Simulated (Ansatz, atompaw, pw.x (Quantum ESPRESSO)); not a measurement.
**silicon: one change to the PAW (atompaw) potential, in the atom and in the fcc crystal**

Si (Z = 14), PAW, made with atompaw 4.2.0.5 (PBEsol, scalar-relativistic). Core [Ne], reference 3s1.5 3p2.5. Waves: 3s (bound): rc 2.50 bohr; 3s channel at -0.35 Ry: rc 2.50 bohr; 3p (bound): rc 2.50 bohr; 3p channel at 3.8 Ry: rc 2.50 bohr; 3d channel at 0.4 Ry: rc 2.25 bohr. Local part: bessel scheme, radius 2.05 bohr. Core correction: smooth core density matched at 1.95 bohr. Augmentation charge: sinc compensation charge, radius 2.40 bohr; PAW radius 2.50 bohr; waves and projectors: custom polynom vanderbiltortho.

Change: local potential bessel scheme, radius 1.42 bohr.

Cutoffs, loose and tight: the cutoffs (Ry, on a coarse ladder) from which the occupation-weighted sum of valence levels, in a spherical-Bessel basis at the reference potential, stays within 10 and 1 mRy of its value at 400 Ry. They see the waves, projectors and local potential, not the compensation charge or the core.

Crystal test: fcc Si in pw.x 7.5, no spin, 15³ k-points, Fermi–Dirac smearing 0.01 Ry, cutoffs set for each file from its atomic test. The reference is all-electron LAPW (Ansatz 0.2.0) with the same functional, mesh and smearing; V0 and B0 come from Birch–Murnaghan fits to the pressures at five volumes. Errors are pseudo minus all-electron; Δ is the rms difference of the E(V) curves that follow from these fits, minima aligned, over ±6 % about the mean V0. Mesh and smearing are coarse, so the numbers serve the comparison and aren't converged zero-temperature values; the lattice is a test structure that the element need not adopt.

All-electron: a0 = 3.832 Å (V0 = 14.07 Å³/atom), B0 = 91.1 GPa.

Task: Does the change bring the crystal closer to the all-electron result?

Result: The mean pressure error goes from +1.94 to +2.17 GPa, so the change moves the solid further from the all-electron pressures.

```tsv
quantity	base	changed
outcome (atom)	generated	generated
cutoff, loose (atom)	6 Ry	6 Ry
cutoff, tight (atom)	10 Ry	10 Ry
bound ghosts (atom)	none	none
cutoffs in pw.x (Ry)	40/400	40/400
a0 (Å)	3.858	3.861
a0 error (%)	+0.67	+0.75
B0 error (%)	-1.2	-1.3
Δ (meV/atom)	5.7	6.3
mean pressure error (GPa)	+1.94	+2.17
```

Base: This is a poor potential for the solid. Changed file: This is a poor potential for the solid. The atomic cutoffs weigh occupied waves only.
